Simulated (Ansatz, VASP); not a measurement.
# Two plane-wave programs on LiF

File INCAR:

```
SYSTEM = LiF
  ALGO = Normal
  EDIFF = 1E-6
  ENCUT = 520
  GGA = PE
  ISIF = 2
  ISMEAR = 0
  LASPH = .TRUE.
  LCHARG = .FALSE.
  LREAL = .FALSE.
  LWAVE = .FALSE.
  NBANDS = 12
  NELM = 100
  PREC = Accurate
  SIGMA = 0.02
```

The input KPOINTS:

```
k-points
0
G
  10 10 10
  0 0 0
```

Contents of POSCAR:

```
LiF
1.0
    2.6963400388     -0.0046583501     -0.0070643111
   -0.0046583501      2.6834655879      0.0004095253
   -0.0070643111      0.0004095253      2.6708214948
Li F
1 1
Direct
   -0.0002266038      0.0077982976      0.0382843276
    0.5002266038      0.4922017024      0.4617156724
```

Input for Ansatz:

```yaml
crystal:
  lattice:
    - [2.6963400388, -0.0046583501, -0.0070643111]
    - [-0.0046583501, 2.6834655879, 0.0004095253]
    - [-0.0070643111, 0.0004095253, 2.6708214948]
  atoms:
    - { symbol: Li, position: [-0.0002266038, 0.0077982976, 0.0382843276] }
    - { symbol: F, position: [0.5002266038, 0.4922017024, 0.4617156724] }
basis:
  ecutwfc: 420
kpoints:
  mp_grid: { grid: [10, 10, 10] }
hamiltonian:
  xc: pbe
scf:
  occupations: { method: gaussian, width: 0.02 }
output:
  forces: true
  stress: true
  eigenvalues: true
```

Change from the starting cell: all atoms moved at random, cell strained at random.

Alike in both runs: task single point; functional PBE; k mesh 10 × 10 × 10; occupations gaussian, width 0.02 eV; no spin polarisation.

```csv
,VASP,Ansatz
version,VASP 6.6.1,Ansatz 0.2.0
potentials or method,"VASP PAW PBE potentials, release 64 (Li_sv, F)","scalar-relativistic, plane waves, PAW"
plane-wave cutoff (eV),520,420
valence electrons in the cell,10,10
```

|  | VASP | Ansatz | Ansatz less VASP |
| --- | --- | --- | --- |
| gap on the k mesh at the Fermi level (eV) | 6.43 | 6.42 | -0.005 |
| least direct gap on the mesh (eV) | 6.93 | 6.93 | -0.006 |
| rms of the force components (eV/Å) | 0.093 | 0.092 | -0.0007 |

Atom by atom the forces differ by 0.001 eV/Å (rms over components).

 A k mesh can miss the band edges.
